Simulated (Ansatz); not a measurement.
# SiO2 and the effect of the functional

```
Si O
1.0
    -2.83790    2.83790    5.66021
     2.83790   -2.83790    5.66021
     2.83790    2.83790   -5.66021
Si O
4 8
Cartesian
  0.7868 4.2568 1.4151
  4.2568 0.7868 -1.4151
  -1.4189 2.0511 4.2452
  2.0511 -1.4189 7.0753
  0.0000 2.8379 1.5138
  4.0745 1.2366 2.8301
  1.6013 -1.2366 2.8301
  0.0000 0.0000 1.3163
  0.0000 0.0000 10.0042
  0.0000 2.8379 4.1464
  1.2366 -1.2366 5.6602
  -1.2366 1.2366 5.6602
```

The cell comes from a database or a generator and needn't be the stable form of this composition.

Kept alike: task band structure; k mesh 7 × 7 × 7; occupations fermi-dirac, width 0.05 eV; no spin polarisation. Program: Ansatz, Ansatz PAW. Cutoffs run from 420 to 500 eV. The mesh is that of the run's cell of 12 atoms. No spin-orbit coupling.

| run | band gap (eV) | pressure (GPa) |
| --- | --- | --- |
| A | 4.660 | -5.87 |
| B | 5.463 | -4.37 |
| C | 4.815 | -2.29 |

Pressure is positive in compression, with a Pulay correction for the finite cutoff. Gaps are the smaller of the mesh's and the band path's. All rows use potentials made for PBE.

Question: The runs differ in the functional (and the cutoff that goes with it) alone: LDA; PBEsol; r2SCAN. Which run is which?

Answer: Run A is LDA; run B is r2SCAN; run C is PBEsol. The band gap runs from 4.660 (LDA) to 5.463 eV (r2SCAN). The pressure runs from -5.87 (LDA) to -2.29 GPa (PBEsol).
